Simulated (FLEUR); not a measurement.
AlN:

```
Al N
1.0
     0.00000    2.18399    2.18399
     2.18399    0.00000    2.18399
     2.18399    2.18399    0.00000
Al N
1 1
Direct
  0.00000 0.00000 0.00000
  0.25000 0.25000 0.25000
```

Measurements of this composition are mostly on another form, of space group No. 186.

* Program: FLEUR MaX-R8.1 (patched build s14)
* Task: single point
* Functional: PBE
* Potentials or basis: all-electron
* Basis: FLAPW
* Kmax: 4.83 1/bohr
* k mesh: 10 × 10 × 10
* Occupations: fermi-dirac, width 0.05 eV
* Spin: no spin polarisation
* Gmax: 15 1/bohr
* Muffin-tin radii: Al 1.72, N 1.49 bohr
* lmax: Al 8, N 8
* Local orbitals a species: Al 4, N 3
* Max iterations: 60
* Mixing factor: 0.05
* Mixer: Anderson
* Mixer history: 15
* Density convergence: 1e-05 me/bohr^3

On this cell: largest force zero by symmetry; band gap on the k mesh 3.32 eV, indirect (least direct gap 4.19 eV).

The same run follows on a disturbed copy (atoms moved at random, drawn with an rms of 0.05 Å):

```
Al N
1.0
     0.00000    2.18399    2.18399
     2.18399    0.00000    2.18399
     2.18399    2.18399    0.00000
Al N
1 1
Direct
  0.00035 0.99402 0.01127
  0.24779 0.25620 0.24190
```

Q: What changes?

A: The energy moves by +10.5 meV/atom; largest force 0.753 eV/Å; band gap on the k mesh 3.16 eV, indirect (least direct gap 4.03 eV).

Forces on the atoms (eV/Å):
```
Al  -0.171 -0.684  0.266
N    0.171  0.683 -0.265
```

A k mesh can miss the band edges.
